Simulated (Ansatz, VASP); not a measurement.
**AlRu: VASP beside Ansatz**

```
Al Ru
1.0
     2.98250    0.00000    0.00000
     0.00000    2.98250    0.00000
     0.00000    0.00000    2.98250
Al Ru
1 1
Direct
  0.00000 0.00000 0.00000
  0.50000 0.50000 0.50000
```

Alike in both runs: task single point; functional PBE; k mesh 4 × 4 × 4; occupations gaussian, width 0.1 eV; no spin polarisation.

|  | VASP | Ansatz |
| --- | --- | --- |
| version | VASP 6.6.1 | Ansatz 0.2.0 |
| potentials or method | VASP PAW PBE potentials, release 64 (Al, Ru_pv) | scalar-relativistic, plane waves, PAW |
| plane-wave cutoff (eV) | 520 | 503 |
| valence electrons in the cell | 17 | 19 |

|  | VASP | Ansatz | Ansatz less VASP |
| --- | --- | --- | --- |
| gap on the k mesh at the Fermi level (eV) | none | none | - |
| pressure (GPa) | 2.2 | 2.2 | -0.01 |

A gap of «none» marks a metal or a gap that the smearing closes. The functional is the same, so the differences come from potentials, cutoffs and numerics. The two sets of potentials don't hold the same shells in valence.

Caveats: the k mesh is coarse (spacing up to 0.53 Å⁻¹), so the values aren't converged.
